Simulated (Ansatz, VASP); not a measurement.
# Hf in VASP and in Ansatz

```
CELL_PARAMETERS angstrom
3.25939 0.00000 0.00000
-1.62970 2.82272 0.00000
0.00000 0.00000 5.15700
ATOMIC_POSITIONS crystal
Hf 0.33333 0.66667 0.25000
Hf 0.66667 0.33333 0.75000
```

Change from the starting cell: volume scaled by 1.06.

Alike in both runs: task single point; functional PBE; k mesh 13 × 13 × 7; occupations fermi-dirac, width 0.05 eV; no spin polarisation.

|  | VASP | Ansatz |
| --- | --- | --- |
| version | VASP 6.6.1 | Ansatz 0.2.0 |
| potentials or method | VASP PAW PBE potentials, release 64 (Hf_pv), cutoff 520 eV | all-electron LAPW, scalar-relativistic |

Ansatz gave:

```
pressure (GPa)                                  : -5.0
largest component of the traceless stress (GPa) : 0.21
```

Problem. Which values does VASP return?

Solution. Pressure (GPa): -5.5; largest component of the traceless stress (GPa): 0.27.

Ansatz ran all-electron here, so the differences hold the error of VASP's frozen core and of both bases.

Spin-orbit coupling is left out, which matters for the levels of Hf.
